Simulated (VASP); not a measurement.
# MgS (Niningerite) (Fm-3m) in VASP: notebook

One crystal, MgS (Niningerite), is run at these levels: RPBE+D3(BJ), PBE+TS; tasks: band structure.

Everything below comes from runs of VASP 6.6.1. Logs are shortened: lines on timing, memory, paths and dates and some standing lists are left out, and cuts for length are marked.

## 1. The structure

It takes space group Fm-3m (No. 225, cubic). The conventional cell has a = 5.203 Å, b = 5.203 Å, c = 5.203 Å, α = 90.00°, β = 90.00°, γ = 90.00°. Around S (site symmetry m-3m) lie 6 Mg at 2.60 Å. Around Mg (site symmetry m-3m) lie 6 S at 2.60 Å.

## 2. Band structure, RPBE+D3(BJ)

run.py

```python
from ase import Atoms
from ase.calculators.vasp import Vasp
from ase.dft.bandgap import bandgap

atoms = Atoms(
    ['S', 'Mg'],
    cell=[[0.0, 2.60165, 2.60165], [2.60165, 0.0, 2.60165], [2.60165, 2.60165, 0.0]],
    scaled_positions=[[0.5, 0.5, 0.5], [0.0, 0.0, 0.0]],
    pbc=True,
)
calc = Vasp(
    directory='calc',
    xc='rpbe',
    pp='PBE',
    setups='recommended',
    prec='Accurate',
    encut=520,
    ediff=1e-07,
    ismear=0,
    sigma=0.1,
    lreal=False,
    lasph=True,
    nelm=80,
    algo='Fast',
    isif=2,
    lwave=False,
    lcharg=True,
    ivdw=12,
    kpts=[9, 9, 9],
    gamma=True,
)
atoms.calc = calc

print('energy (eV):', atoms.get_potential_energy())
print('free energy (eV):', atoms.get_potential_energy(force_consistent=True))
efermi = calc.get_fermi_level()
print('Fermi level (eV):', efermi)
path = atoms.cell.bandpath(npoints=60, eps=1e-4)
print('path:', path.path)
calc.set(kpts=path.kpts, reciprocal=True, icharg=11, isym=0, lcharg=False)
calc.calculate(atoms)
print('gap on the path (eV):', bandgap(calc, efermi=efermi)[0])
print('direct gap on the path (eV):', bandgap(calc, efermi=efermi, direct=True)[0])
```

Potentials or basis: VASP PAW PBE potentials, release 64 (S, Mg).

On the command line:

```sh
> python run.py
```

The log of the run:

```text
energy (eV): -10.811445
free energy (eV): -10.811445
Fermi level (eV): 4.23760354
path: GXWKGLUWLK,UX
gap on the path (eV): 2.9140000000000006
direct gap on the path (eV): 3.8666
```

OUTCAR:

```text
ENCUT = 520.000000
   EDIFF = 1.00e-07
   GGA = RP
   PREC = Accurate
   ICHARG = 11
   ISIF = 2
   ISMEAR = 0
   ISYM = 0
   NELM = 80
   IVDW = 12
   LASPH = .TRUE.
   LREAL = .FALSE.
 IVDW          = 12

 ion  position               nearest neighbor table
   1  0.500  0.500  0.500-   2 2.60   2 2.60   2 2.60   2 2.60   2 2.60   2 2.60
   2  0.000  0.000  0.000-   1 2.60   1 2.60   1 2.60   1 2.60   1 2.60   1 2.60

IMPORTANT INFORMATION: All symmetrisations will be switched off!
NOSYMM: (Re-)initialisation of all symmetry stuff for point group C_1.

----------------------------------------------------------------------------------------

                                     Primitive cell

  volume of cell :      35.2190

  direct lattice vectors                    reciprocal lattice vectors
     0.000000000  2.601650000  2.601650000    -0.192185728  0.192185728  0.192185728
     2.601650000  0.000000000  2.601650000     0.192185728 -0.192185728  0.192185728
     2.601650000  2.601650000  0.000000000     0.192185728  0.192185728 -0.192185728

  length of vectors
     3.679288715  3.679288715  3.679288715     0.332875446  0.332875446  0.332875446

  position of ions in fractional coordinates (direct lattice)
     0.500000000  0.500000000  0.500000000
     0.000000000  0.000000000  0.000000000

  ion indices of the primitive-cell ions
   primitive index   ion index
                 1           1
                 2           2

----------------------------------------------------------------------------------------

 KPOINTS: KPOINTS created by Atomic Simulation Env

Read explicit list of k-points.

 Found     60 k-points:

 Following reciprocal coordinates:
            Coordinates               Weight
  0.000000  0.000000  0.000000      0.016667
  0.062500  0.000000  0.062500      0.016667
  0.125000  0.000000  0.125000      0.016667
  0.187500  0.000000  0.187500      0.016667
  0.250000  0.000000  0.250000      0.016667
  0.312500  0.000000  0.312500      0.016667
[... 16 lines left out ...]
  0.075000  0.075000  0.150000      0.016667
  0.037500  0.037500  0.075000      0.016667
 [... further k-points ...]
   k-points           NKPTS =     60   k-points in BZ     NKDIM =     60   number of bands    NBANDS=      8
   number of dos      NEDOS =    301   number of ions     NIONS =      2
   total plane-waves  NPLWV =  21952
   dimension x,y,z NGX =    28 NGY =   28 NGZ =   28
   dimension x,y,z NGXF=    56 NGYF=   56 NGZF=   56
   ions per type =               1   1
   NGX,Y,Z   is equivalent  to a cutoff of  12.65, 12.65, 12.65 a.u.
   NGXF,Y,Z  is equivalent  to a cutoff of  25.30, 25.30, 25.30 a.u.
 SYSTEM =  unknown system
   PREC   = accura    normal or accurate (medium, high low for compatibility)
   ISTART =      0    job   : 0-new  1-cont  2-samecut
   ICHARG =     11    charge: 1-file 2-atom 10-const
   ISPIN  =      1    spin polarized calculation?
   LNONCOLLINEAR =      F non collinear calculations
   LSORBIT =      F    spin-orbit coupling
   LASPH  =      T    aspherical Exc in radial PAW
   ENCUT  =  520.0 eV  38.22 Ry    6.18 a.u.   6.84  6.84  6.84*2*pi/ulx,y,z
   NELM   =     80;   NELMIN=  2; NELMDL=  0     # of ELM steps
   EDIFF  = 0.1E-06   stopping-criterion for ELM
   LREAL  =      F    real-space projection
   EDIFFG = 0.1E-05   stopping-criterion for IOM
   NSW    =      0    number of steps for IOM
   IBRION =     -1    ionic relax: 0-MD 1-quasi-New 2-CG
   NFREE  =      0    steps in history (QN), initial steepest desc. (CG)
   ISIF   =      2    stress and relaxation
   ISYM   =      0    0-nonsym 1-usesym 2-fastsym
   POTIM  = 0.5000    time-step for ionic-motion
   TEBEG  =    0.0;   TEEND  =   0.0 temperature during run
   PSTRESS=    0.0 pullay stress
   NELECT =       8.0000    total number of electrons
   NUPDOWN=      -1.0000    fix difference up-down
   EMIN   =  10.00;   EMAX   =-10.00  energy-range for DOS
   EFERMI =   0.00;   METHOD = LEGACY
   ISMEAR =     0;   SIGMA  =   0.10  broadening in eV -4-tet -1-fermi 0-gaus
   EFERMI_NEDOS =   21; number of points for ismear=-14 and -15
   IALGO  =     68    algorithm
   IMIX   =      4    mixing-type and parameters
     AMIX     =   0.40;   BMIX     =  1.00
     AMIX_MAG =   1.60;   BMIX_MAG =  1.00
  volume/ion in A,a.u.               =      17.61       118.83
  Fermi-wavevector in a.u.,A,eV,Ry     =   0.998878  1.887606 13.575323  0.997758
  Thomas-Fermi vector in A             =   2.131131
   LORBIT       =      0    0 simple, 1 ext, 2 COOP (PROOUT), +10 PAW based schemes
   GGA     = RP    functional components
   LHFCALC =     F    Hartree Fock is set to
   AEXX    =    0.0000 exact exchange contribution
   IVDW    =    12    specifies the selected vdW correction
   LEPSILON=     F    determine dielectric tensor
   LRPA    =     F    only Hartree local field effects (RPA)
 non-spin polarized calculation
 RMM-DIIS sequential band-by-band and
 Gauss-broadening in eV      SIGMA  =   0.10
  energy-cutoff  :      520.00
  volume of cell :       35.22
 maximum number of plane-waves:       962
 NGX is ok and might be reduce to    28

 number of electron       8.0000000 magnetization

 Free energy of the ion-electron system (eV)
  ---------------------------------------------------
  ext. energy  EPLUGINS =         0.00000000
  ---------------------------------------------------
  free energy    TOTEN  =        -7.19689565 eV

  energy without entropy =       -7.19689565  energy(sigma->0) =       -7.19689565

 E-fermi :   4.3147     XC(G=0):  -9.5426

 val. band max:        3.8160243655   @ k =   0.0000   0.0000   0.0000
 cond. band min:       6.7299942481   @ k =   0.5000   0.0000   0.5000
 fundamental gap:      2.9139698826
 Fermi energy:         4.3146874522

 k-point     1 :       0.0000    0.0000    0.0000
  band No.  band energies     occupation
      1      -8.8367      2.00000
      2       3.8160      2.00000
      3       3.8160      2.00000
      4       3.8160      2.00000
      5       7.6826      0.00000
      6      11.8102      0.00000
      7      11.8102      0.00000
      8      11.8103      0.00000

 k-point     2 :       0.0625    0.0000    0.0625
  band No.  band energies     occupation
      1      -8.7859      2.00000
      2       3.5129      2.00000
      3       3.7283      2.00000
      4       3.7283      2.00000
      5       8.0316      0.00000
      6      11.5164      0.00000
      7      11.9872      0.00000
      8      11.9872      0.00000

 k-point     3 :       0.1250    0.0000    0.1250
  band No.  band energies     occupation
      1      -8.6373      2.00000
      2       2.8302      2.00000
      3       3.4948      2.00000
      4       3.4948      2.00000
      5       8.8027      0.00000
      6      10.8659      0.00000
      7      12.4221      0.00000
      8      12.4804      0.00000

 k-point     4 :       0.1875    0.0000    0.1875
  band No.  band energies     occupation
      1      -8.4032      2.00000
      2       2.0484      2.00000
      3       3.1817      2.00000
      4       3.1817      2.00000
      5       9.3773      0.00000
      6      10.1507      0.00000
      7      11.6710      0.00000
      8      13.2026      0.00000

 k-point     5 :       0.2500    0.0000    0.2500
  band No.  band energies     occupation
      1      -8.1060      2.00000
      2       1.2974      2.00000
      3       2.8549      2.00000
      4       2.8549      2.00000
      5       8.9422      0.00000
      6       9.5031      0.00000
      7      12.1466      0.00000
      8      14.0628      0.00000
[... 177 lines left out ...]
 k-point    22 :       0.1125    0.1125    0.2250
  band No.  band energies     occupation
      1      -8.5206      2.00000
      2       2.1494      2.00000
      3       3.2414      2.00000
      4       3.7333      2.00000
      5       9.1182      0.00000
      6      11.1314      0.00000
      7      12.1424      0.00000
      8      12.3387      0.00000

 k-point    23 :       0.0750    0.0750    0.1500
  band No.  band energies     occupation
      1      -8.6924      2.00000
      2       2.8998      2.00000
      3       3.5567      2.00000
      4       3.7844      2.00000
      5       8.4962      0.00000
      6      11.3685      0.00000
      7      12.0455      0.00000
      8      12.1888      0.00000

 k-point    24 :       0.0375    0.0375    0.0750
  band No.  band energies     occupation
      1      -8.8001      2.00000
      2       3.5407      2.00000
      3       3.7509      2.00000
      4       3.8089      2.00000
      5       7.9338      0.00000
      6      11.6644      0.00000
      7      11.8691      0.00000
      8      11.9336      0.00000

 [... further k-points ...]

------------------------ aborting loop because EDIFF is reached ----------------------------------------

 Edisp (eV)   -2.84847

 E8    (eV) :    -1.6924

  FORCE on cell =-STRESS in cart. coord.  units (eV):
  Direction    XX          YY          ZZ          XY          YZ          ZX
  --------------------------------------------------------------------------------------
  -------------------------------------------------------------------------------------
  Total      -1.33405    -1.58442     0.00911    -1.04950    -0.62867    -0.99622
  in kB     -60.68840   -72.07842     0.41423   -47.74365   -28.59953   -45.31990
  external pressure =      -44.12 kB  Pullay stress =        0.00 kB

 VOLUME and BASIS-vectors are now :
 -----------------------------------------------------------------------------
  energy-cutoff  :      520.00
  volume of cell :       35.22
      direct lattice vectors                 reciprocal lattice vectors
     0.000000000  2.601650000  2.601650000    -0.192185728  0.192185728  0.192185728
     2.601650000  0.000000000  2.601650000     0.192185728 -0.192185728  0.192185728
     2.601650000  2.601650000  0.000000000     0.192185728  0.192185728 -0.192185728

 POSITION                                       TOTAL-FORCE (eV/Angst)
 -----------------------------------------------------------------------------------
      2.60165      2.60165      2.60165         0.000007      0.000002     -0.000002
      0.00000      0.00000      0.00000        -0.000007     -0.000002      0.000002
 -----------------------------------------------------------------------------------
    total drift:                                0.000009      0.000006     -0.000004

  FREE ENERGIE OF THE ION-ELECTRON SYSTEM (eV)
  ---------------------------------------------------
  free  energy   TOTEN  =       -10.0453642378 eV

  energy  without entropy=      -10.0453642378  energy(sigma->0) =      -10.04536424
```

INCAR:

```text
ENCUT = 520.000000
SIGMA = 0.100000
EDIFF = 1.00e-07
ALGO = Fast
GGA = RP
PREC = Accurate
ICHARG = 11
ISIF = 2
ISMEAR = 0
ISYM = 0
NELM = 80
IVDW = 12
LASPH = .TRUE.
LCHARG = .FALSE.
LWAVE = .FALSE.
LREAL = .FALSE.
```

Run time: 28 s. Hardware: 1 thread of Intel Xeon Platinum 8259CL at 2.50GHz (Skylake/Cascade Lake), shared host; peak memory 0.16 GiB.

Results:

```
Band gap along the path    : 2.91 eV, indirect (least direct gap 3.87 eV)
Dispersion energy per atom : -1.424 eV
```

Levels at the corners of the path, in eV from the Fermi level:
```tsv
point	band 2	band 3	band 4	band 5	band 6	band 7
Γ	-0.42	-0.42	-0.42	3.44	7.57	7.57
X	-4.59	-2.09	-2.09	2.49	4.04	11.70
W	-3.62	-3.62	-2.74	4.94	7.59	7.59
K	-4.09	-3.57	-1.77	3.60	6.35	9.35
Γ	-0.42	-0.42	-0.42	3.44	7.57	7.57
L	-5.20	-1.01	-1.01	4.22	6.56	6.56
U	-4.09	-3.57	-1.77	3.60	6.35	9.35
W	-3.62	-3.62	-2.74	4.94	7.59	7.59
L	-5.20	-1.01	-1.01	4.22	6.56	6.56
K	-4.09	-3.57	-1.77	3.60	6.35	9.35
U	-4.09	-3.57	-1.77	3.60	6.35	9.35
X	-4.59	-2.09	-2.09	2.49	4.04	11.70
```

Caveat: the log is that of the step along the path at fixed density, whose energy, stress, charges and moments have no meaning; the PAW data sets were made with another functional, which shifts forces and pressure a little.

## 3. Band structure, PBE+TS

POSCAR

```
MgS
1.0
    0.0000000000      2.6016500000      2.6016500000
    2.6016500000      0.0000000000      2.6016500000
    2.6016500000      2.6016500000      0.0000000000
S Mg
1 1
Direct
    0.5000000000      0.5000000000      0.5000000000
    0.0000000000      0.0000000000      0.0000000000
```

INCAR.step1

```
PREC = Accurate ; ENCUT = 900
EDIFF = 1E-6 ; ISMEAR = 0
SIGMA = 0.05 ; LREAL = F
LASPH = T ; NELM = 80
ALGO = Normal ; ISIF = 2
LWAVE = F ; LCHARG = T
GGA = PE ; IVDW = 2
```

KPOINTS.step1

```
Automatic mesh
0
Gamma
  9 9 9
```

INCAR.step2

```
PREC = Accurate ; ENCUT = 900
EDIFF = 1E-6 ; ISMEAR = 0
SIGMA = 0.05 ; LREAL = F
LASPH = T ; NELM = 80
ALGO = Normal ; ISIF = 2
LWAVE = F ; LCHARG = F
GGA = PE ; IVDW = 2
ICHARG = 11
```

KPOINTS.step2

```
path GXWKGLUWLK,UX
15
line-mode
reciprocal
 0.0000000000  0.0000000000  0.0000000000  G
 0.5000000000  0.0000000000  0.5000000000  X

 0.5000000000  0.0000000000  0.5000000000  X
 0.5000000000  0.2500000000  0.7500000000  W

 0.5000000000  0.2500000000  0.7500000000  W
 0.3750000000  0.3750000000  0.7500000000  K

 0.3750000000  0.3750000000  0.7500000000  K
 0.0000000000  0.0000000000  0.0000000000  G

 0.0000000000  0.0000000000  0.0000000000  G
 0.5000000000  0.5000000000  0.5000000000  L

 0.5000000000  0.5000000000  0.5000000000  L
 0.6250000000  0.2500000000  0.6250000000  U

 0.6250000000  0.2500000000  0.6250000000  U
 0.5000000000  0.2500000000  0.7500000000  W

 0.5000000000  0.2500000000  0.7500000000  W
 0.5000000000  0.5000000000  0.5000000000  L

 0.5000000000  0.5000000000  0.5000000000  L
 0.3750000000  0.3750000000  0.7500000000  K

 0.6250000000  0.2500000000  0.6250000000  U
 0.5000000000  0.0000000000  0.5000000000  X
```

Potentials or basis: VASP PAW PBE potentials, release 64 (S_h, Mg).

On the command line:

```sh
> cat potpaw_PBE.64/S_h/POTCAR potpaw_PBE.64/Mg/POTCAR > POTCAR
> cp INCAR.step1 INCAR
> cp KPOINTS.step1 KPOINTS
> mpirun -np 1 vasp_std > vasp.out
> cp INCAR.step2 INCAR
> cp KPOINTS.step2 KPOINTS
> mpirun -np 1 vasp_std > vasp.out
```

Wall time 66 s (1 thread of Intel Xeon Platinum 8259CL at 2.50GHz (Skylake/Cascade Lake), shared host); peak memory 0.28 GiB.

The run converged. Its results:

```
Band gap on the k mesh     : 2.90 eV, indirect (least direct gap 3.71 eV)
Band gap along the path    : 2.77 eV, indirect (least direct gap 3.71 eV)
Dispersion energy per atom : -0.301 eV
```

Levels at the corners of the path, in eV from the valence-band top:
| point | band 1 | band 2 | band 3 | band 4 | band 5 | band 6 | band 7 | band 8 |
| --- | --- | --- | --- | --- | --- | --- | --- | --- |
| Γ | -12.67 | 0.00 | 0.00 | 0.00 | 3.71 | 7.93 | 7.93 | 7.93 |
| X | -10.99 | -4.19 | -1.68 | -1.68 | 2.77 | 4.39 | 12.01 | 12.72 |
| X | -10.99 | -4.19 | -1.68 | -1.68 | 2.77 | 4.39 | 12.01 | 12.72 |
| W | -10.95 | -3.23 | -3.23 | -2.36 | 5.24 | 7.94 | 7.94 | 8.05 |
| W | -10.95 | -3.23 | -3.23 | -2.36 | 5.24 | 7.94 | 7.94 | 8.05 |
| K | -10.99 | -3.69 | -3.18 | -1.36 | 3.90 | 6.69 | 9.67 | 10.07 |
| K | -10.99 | -3.69 | -3.18 | -1.36 | 3.90 | 6.69 | 9.67 | 10.07 |
| Γ | -12.67 | 0.00 | 0.00 | 0.00 | 3.71 | 7.93 | 7.93 | 7.93 |
| Γ | -12.67 | 0.00 | 0.00 | 0.00 | 3.71 | 7.93 | 7.93 | 7.93 |
| L | -11.36 | -4.83 | -0.59 | -0.59 | 4.54 | 6.89 | 6.89 | 10.12 |
| L | -11.36 | -4.83 | -0.59 | -0.59 | 4.54 | 6.89 | 6.89 | 10.12 |
| U | -10.99 | -3.69 | -3.18 | -1.36 | 3.90 | 6.69 | 9.67 | 10.07 |
| U | -10.99 | -3.69 | -3.18 | -1.36 | 3.90 | 6.69 | 9.67 | 10.07 |
| W | -10.95 | -3.23 | -3.23 | -2.36 | 5.24 | 7.94 | 7.94 | 8.05 |
| W | -10.95 | -3.23 | -3.23 | -2.36 | 5.24 | 7.94 | 7.94 | 8.05 |
| L | -11.36 | -4.83 | -0.59 | -0.59 | 4.54 | 6.89 | 6.89 | 10.12 |
| L | -11.36 | -4.83 | -0.59 | -0.59 | 4.54 | 6.89 | 6.89 | 10.12 |
| K | -10.99 | -3.69 | -3.18 | -1.36 | 3.90 | 6.69 | 9.67 | 10.07 |
| U | -10.99 | -3.69 | -3.18 | -1.36 | 3.90 | 6.69 | 9.67 | 10.07 |
| X | -10.99 | -4.19 | -1.68 | -1.68 | 2.77 | 4.39 | 12.01 | 12.72 |

Caveat: the log is that of the step along the path at fixed density, whose energy, stress, charges and moments have no meaning; the mesh misses the band edges, which the band path finds closer together. As with any semilocal functional, this PBE gap is likely too small.

## 4. For comparison

An earlier run on the cell as given: functional PBE; potentials or basis VASP PAW PBE potentials, release 64 (S, Mg); cutoff 520 eV; k mesh 9 × 9 × 9; occupations fermi-dirac, width 0.05 eV; no spin polarisation.

- Pressure: 0.9 GPa
- Band gap on the k mesh: 2.91 eV, indirect (least direct gap 3.71 eV)

## 5. Overview

| task | level | potentials or basis | cutoff (eV) | smearing | gap on the mesh (eV) |
| --- | --- | --- | --- | --- | --- |
| band structure | RPBE+D3(BJ) | VASP PAW PBE potentials, release 64 (S, Mg) | 520 | gaussian 0.1 eV | - |
| band structure | PBE+TS | VASP PAW PBE potentials, release 64 (S_h, Mg) | 900 | gaussian 0.05 eV | 2.90 |
| single point | PBE | VASP PAW PBE potentials, release 64 (S, Mg) | 520 | fermi-dirac 0.05 eV | 2.91 |

Alike in all rows: no spin polarisation; cell as given; k mesh 9 × 9 × 9.

Caveats: the PAW data sets were made with another functional, which shifts forces and pressure a little (some runs); the mesh misses the band edges, which the band path finds closer together (some runs); an odd mesh through Γ misses points on the zone boundary, where band edges often lie (some runs).

Absolute energies hang on the potentials; compare differences alone.
